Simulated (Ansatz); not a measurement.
**SiNi: do energies and stresses tell the same story?**

All numbers below come from DFT PBEsol, scalar-relativistic, plane waves, PAW in Ansatz.

Settings: cutoff 420 eV, Γ-centred mesh 8×8×8 on the computed 8-atom cell, Gaussian smearing of 0.10 eV; no spin polarisation.

Relaxed cell: P2_13, a = 4.468 Å, b = 4.468 Å, c = 4.468 Å, α = 90.00°, β = 90.00°, γ = 90.00°, 8 atoms in the primitive cell. This form isn't the usual stable structure of the compound.

Energies at zero smearing and pressures from the stress tensor, at volumes with shape and atoms relaxed:
```json
{"V (Å³/atom)": "10.480", "E − E(first) (meV/atom)": "0.00", "P (GPa)": "14.36"}
{"V (Å³/atom)": "10.815", "E − E(first) (meV/atom)": "-21.64", "P (GPa)": "6.57"}
{"V (Å³/atom)": "11.149", "E − E(first) (meV/atom)": "-28.31", "P (GPa)": "0.01"}
{"V (Å³/atom)": "11.484", "E − E(first) (meV/atom)": "-22.35", "P (GPa)": "-5.55"}
{"V (Å³/atom)": "11.818", "E − E(first) (meV/atom)": "-5.83", "P (GPa)": "-10.15"}
```

Task: Check P = −dE/dV between neighbouring volumes, and get the bulk modulus from the pressures alone.

Result: With 1 eV/Å³ = 160.2 GPa:
```json
{"middle V (Å³/atom)": "10.647", "−ΔE/ΔV (GPa)": "10.366", "mean P (GPa)": "10.468"}
{"middle V (Å³/atom)": "10.982", "−ΔE/ΔV (GPa)": "3.197", "mean P (GPa)": "3.290"}
{"middle V (Å³/atom)": "11.316", "−ΔE/ΔV (GPa)": "-2.857", "mean P (GPa)": "-2.772"}
{"middle V (Å³/atom)": "11.651", "−ΔE/ΔV (GPa)": "-7.915", "mean P (GPa)": "-7.852"}
```

The two differ by 0.10 GPa at most. The mean of two end pressures misses the average over a step by about ΔV² P″/12, up to 0.12 GPa here; with that taken off 0.02 GPa remains. Around V = 11.149 Å³/atom, the two neighbours give B = −V ΔP/ΔV = 11.149 × 12.12 / 0.669 = 202.1 GPa, against B0 = 200.7 GPa from the Birch–Murnaghan fit of the energies.

A ferromagnetic start lost its moments in a first run, so spin was left out; other magnetic orders weren't tried.